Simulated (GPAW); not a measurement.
# Ti (P6_3/mmc) in GPAW: a series of runs

One crystal, Ti, is run at these levels: LDA, vdW-DF2, C09-vdW; tasks: band structure, equation of state.

All numbers are computed with GPAW 26.7.0; they aren't measurements. Logs are shortened: lines on timing, memory, paths and dates and some standing lists are left out, and cuts for length are marked. The log counts tension as positive stress, the text compression.

**1. The structure**

It takes space group P6_3/mmc (No. 194, hexagonal). The conventional cell has a = 2.950 Å, b = 2.950 Å, c = 4.680 Å, α = 90.00°, β = 90.00°, γ = 120.00°. Ti (site symmetry -6m2) is surrounded by 12 Ti at 2.89 to 2.95 Å.

**2. Band structure, LDA**

File run.py:

```python
from ase.dft.bandgap import bandgap
from ase.io import read, write
from ase.units import GPa
from gpaw import GPAW, PW

atoms = read('Ti.xyz')

calc = GPAW(mode=PW(600),
            xc='LDA',
            kpts={'size': (7, 7, 4), 'gamma': True},
            occupations={'name': 'fermi-dirac', 'width': 0.05},
            nbands=24,
            convergence={'density': 1e-05, 'energy': 1e-05},
            maxiter=150,
            txt='gpaw.txt')
atoms.calc = calc
energy = atoms.get_potential_energy()
forces = atoms.get_forces()
stress = atoms.get_stress()
calc.write('gs.gpw')
write('result.traj', atoms)
print(f'Energy: {energy:.6f} eV')
print('Forces (eV/A):')
print(forces.round(4))
print('Stress (GPa):', (stress / GPa).round(3))
print('Fermi level:', round(calc.get_fermi_level(), 4), 'eV')
print(f'Gap: {bandgap(calc)[0]:.4f} eV, direct: {bandgap(calc, direct=True)[0]:.4f} eV')

path = atoms.cell.bandpath('GMKGALHA,LM,KH', npoints=60, eps=1e-4)
bs_calc = calc.fixed_density(kpts=path, symmetry='off', nbands=35,
                             convergence={'bands': 'CBM+6.0', 'eigenstates': 1e-6}, txt='bands.txt')
bs = bs_calc.band_structure()
bs.write('bs.json')
print(f'Gap on the path: {bandgap(bs_calc)[0]:.4f} eV')
```

File Ti.xyz:

```xyz
2
Lattice="2.9500000000 0.0000000000 0.0000000000 -1.4750000000 2.5547749412 0.0000000000 0.0000000000 0.0000000000 4.6800000000" Properties=species:S:1:pos:R:3 pbc="T T T"
Ti     1.4750000001      0.8515916470      3.5100000000
Ti    -0.0000000001      1.7031832942      1.1700000000
```

Potentials or basis: the program's PAW data sets (release 1.2.1) made for this functional, pw.

On the command line:

```bash
> OMP_NUM_THREADS=1 python run.py
```

gpaw.txt:

```text
__  _  _
 | _ |_)|_||  |
 |__||  | ||/\| - 26.7.0

Input parameters:
  mode=PW(ecut=600.0),
  convergence={'density': 1e-05, 'energy': 1e-05},
  kpts=MonkhorstPack(size=(7, 7, 4), gamma=True),
  maxiter=150,
  nbands=24,
  occupations=Occupations(name='fermi-dirac', width=0.05),
  xc=XC(name='LDA')

Diagonalizing LCAO Hamiltonian
Converting LCAO to pw mode

          Ti

        Ti

Atoms  # Å, Bohr magnetons
|   | symbol |         x |        y |        z |    initial magnetic moments |
|---|--------|-----------|----------|----------|-----------------------------|
| 0 |     Ti |  1.475000 | 0.851592 | 3.510000 | ( 0.0000,  0.0000,  0.0000) |
| 1 |     Ti | -0.000000 | 1.703183 | 1.170000 | ( 0.0000,  0.0000,  0.0000) |

Unit cell  # Å
| periodic |         x |        y |        z |  lengths |     angles |
|----------|-----------|----------|----------|----------|------------|
|      yes |  2.950000 | 0.000000 | 0.000000 | 2.950000 |  90.000000 |
|      yes | -1.475000 | 2.554775 | 0.000000 | 2.950000 |  90.000000 |
|      yes |  0.000000 | 0.000000 | 4.680000 | 4.680000 | 120.000000 |

Number of symmetries: 12
Symmetry operations  # r_c * U_cc + t_c -> r_c
|    | kind |            matrix            |
|----|------|------------------------------|
|  0 |  σ   |  1, 1, 0,  0,-1, 0,  0, 0, 1 |
|  1 |  S6  |  1, 1, 0, -1, 0, 0,  0, 0,-1 |
|  2 |  E   |  1, 0, 0,  0, 1, 0,  0, 0, 1 |
|  3 |  C2  |  1, 0, 0, -1,-1, 0,  0, 0,-1 |
|  4 |  C2  |  0, 1, 0,  1, 0, 0,  0, 0,-1 |
|  5 |  C3  |  0, 1, 0, -1,-1, 0,  0, 0, 1 |
|  6 |  S6  |  0,-1, 0,  1, 1, 0,  0, 0,-1 |
|  7 |  σ   |  0,-1, 0, -1, 0, 0,  0, 0, 1 |
|  8 |  σ   | -1, 0, 0,  1, 1, 0,  0, 0, 1 |
|  9 |  i   | -1, 0, 0,  0,-1, 0,  0, 0,-1 |
| 10 |  C3  | -1,-1, 0,  1, 0, 0,  0, 0, 1 |
| 11 |  C2  | -1,-1, 0,  0, 1, 0,  0, 0,-1 |

BZ-sampling:
  Number of BZ points: 196
  Number of IBZ points: 28

  Monkhorst-Pack size: [7, 7, 4]
  Monkhorst-Pack shift: [0.0, 0.0, 0.125]

K-points  # in reciprocal-cell coordinates
|     |                                coordinates |     weight |
|-----|--------------------------------------------|------------|
|   0 | (  0.00000000,   0.00000000,   0.00000000) | 0.00510204 |
|   1 | (  0.00000000,   0.00000000,   0.25000000) | 0.01020408 |
|   2 | (  0.00000000,   0.00000000,   0.50000000) | 0.00510204 |
|   3 | (  0.14285714,   0.00000000,  -0.25000000) | 0.03061224 |
|   4 | (  0.14285714,   0.00000000,   0.00000000) | 0.03061224 |
|   5 | (  0.14285714,   0.00000000,   0.25000000) | 0.03061224 |
|   6 | (  0.14285714,   0.00000000,   0.50000000) | 0.03061224 |
|   7 | (  0.28571429,  -0.14285714,   0.00000000) | 0.03061224 |
|   8 | (  0.28571429,  -0.14285714,   0.25000000) | 0.06122449 |
|   9 | (  0.28571429,  -0.14285714,   0.50000000) | 0.03061224 |
| ... |                                            |            |
|  27 | (  0.42857143,   0.42857143,   0.50000000) | 0.03061224 |

Plane wave coefficients: 1194
Cutoff: 600.0 eV

Spin-components: 1 (collinear spins)
Bands:           24
Projectors:      12
Spin-degeneracy: 2
Datatype:        complex128

Parallelization:
  kpt:    1
  domain: 1
  band:   1

Density:
  Valence electrons: 24.0
  Components: 1
  Grid points: [18 18 27]
  Charge: 0.0  # |e|

Potential:
  Grid points: [18 18 27]

species:
  Ti:
    name:    Titanium
    Z:       22.0
    valence: 12
    core:    10
    charge:  0.0  # [|e|]
    compensation charges:
      type: gauss
      rc: 0.38  # [Å]
      lmax: 2
    cutoffs:
      filter: 2.23  # [Å]
      core: 1.02  # [Å]
    projectors
    | kind |    occ | energy [eV] | rcut [Å] |
    |------|--------|-------------|----------|
    |   3s |  2.000 |     -62.257 |    1.270 |
    |   4s |  2.000 |      -4.593 |    1.270 |
    |   3p |  6.000 |     -38.791 |    1.058 |
    |   4p |  0.000 |      -1.536 |    1.058 |
    |   3d |  2.000 |      -4.463 |    1.058 |
    |    d |        |      22.748 |    1.058 |

    Using partial waves for Ti as LCAO basis

Reference energy: -46347.898119  # eV

eigensolver:
  PPCG
  Converge bands: occupied
  niter=2

density mixing:
  MSR1-Mixer
  Pratt-step length: 0.05
  Maximum mixing coefficient: 0.75
  Old densities: 10
  SVD Regularization: 0.005
  Good broyden scale: 1.0
  Trust region scale: 1.0
  Backstep threshold: 4.0
  History deletion threshold: 6.0
  Fourier metric: weight=20.0, sigma=0.015

occupation numbers:
  Fermi-Dirac:
    width: 0.0500  # eV

poisson solver:
  ecut: 4800.0  # eV

xc functional:
  name: None

convergence criteria:
[... 6 lines left out ...]
|iter     | |      energy | eigst |  dens |
|---------|-|-------------|-------|-------|
|iter:   1| |  -15.295495 | -0.05 |       |
|iter:   2| |  -15.188885 | -2.43 | -1.24 |
|iter:   3| |  -14.831068 | -1.32 | -1.29 |
|iter:   4| |  -14.833413 | -3.27 | -1.98 |
|iter:   5| |  -14.835237 | -3.69 | -2.30 |
|iter:   6| |  -14.835288 | -5.50 | -3.31 |
|iter:   7| |  -14.835299c| -6.34 | -3.81 |
|iter:   8| |  -14.835300c| -7.83c| -4.58 |
|iter:   9| |  -14.835300c| -7.62c| -4.89 |
|iter:  10| |  -14.835300c| -8.32c| -5.61c|

Converged in 10 steps
Energy contributions relative to reference atoms: (reference = -46347.898119)

Energy contributions:
  Kinetic:           6.736888
  Coulomb:          -7.077406
  Zero:              0.007641
  External:          0.000000
  Xc:              -14.492319
  Entropy:          -0.020207
  Spinorbit:         0.000000
  ----------------------------
  Free energy:     -14.845403
  Extrapolated:    -14.835300

dipole moment: (0.000000, 0.000000, 0.000000)  # |e|*Ang

Fermi level: 8.108
Eigenvalues  # (at kpt = [0.000, 0.000, 0.000])
| band index |      eig [eV] | occ [0-2] |
|------------|---------------|-----------|
|          0 |       -48.206 |     2.000 |
|        ... |               |           |
|          2 |       -25.107 |     2.000 |
|          3 |       -24.488 |     2.000 |
|          4 |       -24.488 |     2.000 |
|          5 |       -24.413 |     2.000 |
|          6 |       -24.390 |     2.000 |
|          7 |       -24.390 |     2.000 |
[... 8 lines left out ...]
|         16 |         9.630 |     0.000 |
|         17 |         9.630 |     0.000 |
|        ... |               |           |
|         23 |        25.436 |     0.000 |

No gap
No difference between direct/indirect transitions

Forces  # eV/Ang
|        x |       y |        z |
|----------|---------|----------|
|  0.00000 | 0.00000 | -0.00004 |  # Ti   0
| -0.00000 | 0.00000 |  0.00004 |  # Ti   1

Stress tensor  # eV/Ang^3
|         x |         y |         z |
|-----------|-----------|-----------|
|  0.064608 | -0.000000 |  0.000000 |
| -0.000000 |  0.064608 | -0.000000 |
|  0.000000 |  0.000000 |  0.062038 |

# Writing to gs.gpw (mode='')
```

Wall time 29 s (1 thread of AMD EPYC 7R43 (Zen 3), shared host); peak memory 0.22 GiB.

What came out:

```yaml
Free_energy: -14.8454 eV
Pressure: -10.2 GPa
Band_gap_along_the_path: none (metal or under the smearing width)
```

Levels at the corners of the path, in eV from the Fermi level:
| point | band 10 | band 11 | band 12 | band 13 | band 14 | band 15 |
| --- | --- | --- | --- | --- | --- | --- |
| Γ | -2.68 | 0.69 | 0.69 | 0.76 | 0.81 | 1.17 |
| M | -2.16 | -1.86 | -0.62 | 0.40 | 0.55 | 1.09 |
| K | -1.39 | -1.39 | -1.30 | 0.16 | 0.16 | 1.39 |
| Γ | -2.68 | 0.69 | 0.69 | 0.76 | 0.81 | 1.17 |
| A | -4.30 | 0.04 | 0.04 | 0.60 | 0.60 | 0.60 |
| L | -2.54 | -0.85 | -0.85 | 1.30 | 1.30 | 1.63 |
| H | -1.25 | -1.12 | -1.12 | -0.24 | -0.24 | 1.57 |
| A | -4.30 | 0.04 | 0.04 | 0.60 | 0.60 | 0.60 |
| L | -2.54 | -0.85 | -0.85 | 1.30 | 1.30 | 1.63 |
| M | -2.16 | -1.86 | -0.62 | 0.40 | 0.55 | 1.09 |
| K | -1.39 | -1.39 | -1.30 | 0.16 | 0.16 | 1.39 |
| H | -1.25 | -1.12 | -1.12 | -0.24 | -0.24 | 1.57 |

**3. Band structure, vdW-DF2**

Changes to run.py since step 2:

```diff
@@ -2,9 +2,8 @@
 from ase.io import read, write
-from ase.units import GPa
 from gpaw import GPAW, PW
 
-atoms = read('Ti.xyz')
+atoms = read('POSCAR')
 
 calc = GPAW(mode=PW(600),
-            xc='LDA',
+            xc={'name': 'vdW-DF2', 'backend': 'libvdwxc'},
             kpts={'size': (7, 7, 4), 'gamma': True},
@@ -18,3 +17,2 @@
 forces = atoms.get_forces()
-stress = atoms.get_stress()
 calc.write('gs.gpw')
@@ -24,3 +22,2 @@
 print(forces.round(4))
-print('Stress (GPa):', (stress / GPa).round(3))
 print('Fermi level:', round(calc.get_fermi_level(), 4), 'eV')
@@ -28,3 +25,3 @@
 
-path = atoms.cell.bandpath('GMKGALHA,LM,KH', npoints=60, eps=1e-4)
+path = atoms.cell.bandpath('GMKGALHA,LM,KH', npoints=100, eps=1e-4)
 bs_calc = calc.fixed_density(kpts=path, symmetry='off', nbands=35,
```

File POSCAR:

```
Ti
1.0
    2.9500000000      0.0000000000      0.0000000000
   -1.4750000000      2.5547749412      0.0000000000
    0.0000000000      0.0000000000      4.6800000000
Ti
2
Direct
    0.6666666667      0.3333333333      0.7500000000
    0.3333333333      0.6666666667      0.2500000000
```

Potentials or basis: GPAW PAW data sets (gpaw-data 1.2.1), pw.

On the command line:

```bash
> OMP_NUM_THREADS=1 python run.py
```

gpaw.txt:

```text
__  _  _
 | _ |_)|_||  |
 |__||  | ||/\| - 26.7.0

Input parameters:
  mode=PW(ecut=600.0),
  convergence={'density': 1e-05, 'energy': 1e-05},
  kpts=MonkhorstPack(size=(7, 7, 4), gamma=True),
  maxiter=150,
  nbands=24,
  occupations=Occupations(name='fermi-dirac', width=0.05),
  xc=XC(name='vdW-DF2', backend='libvdwxc')

Diagonalizing LCAO Hamiltonian
Converting LCAO to pw mode

          Ti

        Ti

Atoms  # Å, Bohr magnetons
|   | symbol |         x |        y |        z |    initial magnetic moments |
|---|--------|-----------|----------|----------|-----------------------------|
| 0 |     Ti |  1.475000 | 0.851592 | 3.510000 | ( 0.0000,  0.0000,  0.0000) |
| 1 |     Ti | -0.000000 | 1.703183 | 1.170000 | ( 0.0000,  0.0000,  0.0000) |

Unit cell  # Å
| periodic |         x |        y |        z |  lengths |     angles |
|----------|-----------|----------|----------|----------|------------|
|      yes |  2.950000 | 0.000000 | 0.000000 | 2.950000 |  90.000000 |
|      yes | -1.475000 | 2.554775 | 0.000000 | 2.950000 |  90.000000 |
|      yes |  0.000000 | 0.000000 | 4.680000 | 4.680000 | 120.000000 |

Number of symmetries: 12
Symmetry operations  # r_c * U_cc + t_c -> r_c
|    | kind |            matrix            |
|----|------|------------------------------|
|  0 |  σ   |  1, 1, 0,  0,-1, 0,  0, 0, 1 |
|  1 |  S6  |  1, 1, 0, -1, 0, 0,  0, 0,-1 |
|  2 |  E   |  1, 0, 0,  0, 1, 0,  0, 0, 1 |
|  3 |  C2  |  1, 0, 0, -1,-1, 0,  0, 0,-1 |
|  4 |  C2  |  0, 1, 0,  1, 0, 0,  0, 0,-1 |
|  5 |  C3  |  0, 1, 0, -1,-1, 0,  0, 0, 1 |
|  6 |  S6  |  0,-1, 0,  1, 1, 0,  0, 0,-1 |
|  7 |  σ   |  0,-1, 0, -1, 0, 0,  0, 0, 1 |
|  8 |  σ   | -1, 0, 0,  1, 1, 0,  0, 0, 1 |
|  9 |  i   | -1, 0, 0,  0,-1, 0,  0, 0,-1 |
| 10 |  C3  | -1,-1, 0,  1, 0, 0,  0, 0, 1 |
| 11 |  C2  | -1,-1, 0,  0, 1, 0,  0, 0,-1 |

BZ-sampling:
  Number of BZ points: 196
  Number of IBZ points: 28

  Monkhorst-Pack size: [7, 7, 4]
  Monkhorst-Pack shift: [0.0, 0.0, 0.125]

K-points  # in reciprocal-cell coordinates
|     |                                coordinates |     weight |
|-----|--------------------------------------------|------------|
|   0 | (  0.00000000,   0.00000000,   0.00000000) | 0.00510204 |
|   1 | (  0.00000000,   0.00000000,   0.25000000) | 0.01020408 |
|   2 | (  0.00000000,   0.00000000,   0.50000000) | 0.00510204 |
|   3 | (  0.14285714,   0.00000000,  -0.25000000) | 0.03061224 |
|   4 | (  0.14285714,   0.00000000,   0.00000000) | 0.03061224 |
|   5 | (  0.14285714,   0.00000000,   0.25000000) | 0.03061224 |
|   6 | (  0.14285714,   0.00000000,   0.50000000) | 0.03061224 |
|   7 | (  0.28571429,  -0.14285714,   0.00000000) | 0.03061224 |
|   8 | (  0.28571429,  -0.14285714,   0.25000000) | 0.06122449 |
|   9 | (  0.28571429,  -0.14285714,   0.50000000) | 0.03061224 |
| ... |                                            |            |
|  27 | (  0.42857143,   0.42857143,   0.50000000) | 0.03061224 |

Plane wave coefficients: 1194
Cutoff: 600.0 eV

Spin-components: 1 (collinear spins)
Bands:           24
Projectors:      12
Spin-degeneracy: 2
Datatype:        complex128

Parallelization:
  kpt:    1
  domain: 1
  band:   1

Density:
  Valence electrons: 24.0
  Components: 1
  Grid points: [18 18 27]
  Charge: 0.0  # |e|

Potential:
  Grid points: [18 18 27]

species:
  Ti:
    name:    Titanium
    Z:       22.0
    valence: 12
    core:    10
    charge:  0.0  # [|e|]
    compensation charges:
      type: gauss
      rc: 0.38  # [Å]
      lmax: 2
    cutoffs:
      filter: 2.23  # [Å]
      core: 1.02  # [Å]
    projectors
    | kind |    occ | energy [eV] | rcut [Å] |
    |------|--------|-------------|----------|
    |   3s |  2.000 |     -62.623 |    1.270 |
    |   4s |  2.000 |      -4.466 |    1.270 |
    |   3p |  6.000 |     -38.862 |    1.058 |
    |   4p |  0.000 |      -1.466 |    1.058 |
    |   3d |  2.000 |      -4.258 |    1.058 |
    |    d |        |      22.953 |    1.058 |

    Using partial waves for Ti as LCAO basis

Reference energy: -46448.028563  # eV

eigensolver:
  PPCG
  Converge bands: occupied
  niter=2

density mixing:
  MSR1-Mixer
  Pratt-step length: 0.05
  Maximum mixing coefficient: 0.75
  Old densities: 10
  SVD Regularization: 0.005
  Good broyden scale: 1.0
  Trust region scale: 1.0
  Backstep threshold: 4.0
  History deletion threshold: 6.0
  Fourier metric: weight=20.0, sigma=0.015

occupation numbers:
  Fermi-Dirac:
    width: 0.0500  # eV

poisson solver:
  ecut: 4800.0  # eV

xc functional:
  name: vdW-DF2 with libvdwxc
  Mode: serial
  Semilocal: GGA_X_RPW86+LDA_C_PW with 2 nearest neighbor stencil
  Local blocksize: 36 x 36 x 54
  PAW datasets: PBE

convergence criteria:
[... 6 lines left out ...]
|iter     | |      energy | eigst |  dens |
|---------|-|-------------|-------|-------|
|iter:   1| | -100.661985 | -0.14 |       |
|iter:   2| | -100.615566 | -2.71 | -1.36 |
|iter:   3| | -100.486115 | -1.60 | -1.41 |
|iter:   4| | -100.498742 | -3.39 | -1.97 |
|iter:   5| | -100.504289 | -3.38 | -2.26 |
|iter:   6| | -100.504368 | -5.14 | -3.16 |
|iter:   7| | -100.504374c| -5.98 | -3.70 |
|iter:   8| | -100.504374c| -7.57c| -4.52 |
|iter:   9| | -100.504374c| -7.53c| -4.80 |
|iter:  10| | -100.504374c| -8.18c| -5.55c|

Converged in 10 steps
Energy contributions relative to reference atoms: (reference = -46448.028563)

Energy contributions:
  Kinetic:          22.919671
  Coulomb:         -20.514982
  Zero:             -0.695197
  External:          0.000000
  Xc:             -102.203215
  Entropy:          -0.021302
  Spinorbit:         0.000000
  ----------------------------
  Free energy:    -100.515025
  Extrapolated:   -100.504374

dipole moment: (0.000000, 0.000000, 0.000000)  # |e|*Ang

Fermi level: 8.424
Eigenvalues  # (at kpt = [0.000, 0.000, 0.000])
| band index |      eig [eV] | occ [0-2] |
|------------|---------------|-----------|
|          0 |       -48.631 |     2.000 |
|        ... |               |           |
|          2 |       -25.177 |     2.000 |
|          3 |       -24.589 |     2.000 |
|          4 |       -24.589 |     2.000 |
|          5 |       -24.519 |     2.000 |
|          6 |       -24.496 |     2.000 |
|          7 |       -24.496 |     2.000 |
[... 8 lines left out ...]
|         16 |         9.917 |     0.000 |
|         17 |         9.917 |     0.000 |
|        ... |               |           |
|         23 |        25.858 |     0.000 |

No gap
No difference between direct/indirect transitions

Forces  # eV/Ang
|       x |        y |        z |
|---------|----------|----------|
| 0.00000 |  0.00000 | -0.00000 |  # Ti   0
| 0.00000 | -0.00000 |  0.00000 |  # Ti   1

# Writing to gs.gpw (mode='')
```

Wall time 39 s (1 thread of AMD EPYC 7R43 (Zen 3), shared host); peak memory 0.28 GiB.

What came out:

```
Free energy             : -100.5150 eV
Band gap along the path : none (metal or under the smearing width)
```

Levels at the corners of the path, in eV from the Fermi level:
| point | band 8 | band 9 | band 10 | band 11 | band 12 | band 13 | band 14 | band 15 | band 16 | band 17 |
| --- | --- | --- | --- | --- | --- | --- | --- | --- | --- | --- |
| Γ | -32.92 | -6.03 | -2.65 | 0.65 | 0.65 | 0.74 | 0.83 | 1.12 | 1.12 | 1.49 |
| M | -32.99 | -2.29 | -2.15 | -1.83 | -0.59 | 0.40 | 0.56 | 1.05 | 3.09 | 3.31 |
| K | -33.16 | -1.68 | -1.38 | -1.38 | -1.28 | 0.18 | 0.18 | 1.37 | 2.81 | 2.81 |
| Γ | -32.92 | -6.03 | -2.65 | 0.65 | 0.65 | 0.74 | 0.83 | 1.12 | 1.12 | 1.49 |
| A | -32.97 | -4.21 | -4.21 | 0.00 | 0.00 | 0.56 | 0.56 | 0.56 | 0.56 | 2.60 |
| L | -33.07 | -2.49 | -2.49 | -0.86 | -0.86 | 1.33 | 1.33 | 1.60 | 1.60 | 3.22 |
| H | -33.04 | -1.23 | -1.23 | -1.08 | -1.08 | -0.25 | -0.25 | 1.53 | 1.53 | 2.92 |
| A | -32.97 | -4.21 | -4.21 | 0.00 | 0.00 | 0.56 | 0.56 | 0.56 | 0.56 | 2.60 |
| L | -33.07 | -2.49 | -2.49 | -0.86 | -0.86 | 1.33 | 1.33 | 1.60 | 1.60 | 3.22 |
| M | -32.99 | -2.29 | -2.15 | -1.83 | -0.59 | 0.40 | 0.56 | 1.05 | 3.09 | 3.31 |
| K | -33.16 | -1.68 | -1.38 | -1.38 | -1.28 | 0.18 | 0.18 | 1.37 | 2.81 | 2.81 |
| H | -33.04 | -1.23 | -1.23 | -1.08 | -1.08 | -0.25 | -0.25 | 1.53 | 1.53 | 2.92 |

Caveat: the PAW data sets were made with another functional, which shifts forces and pressure a little.

[end of part 1 of 2]
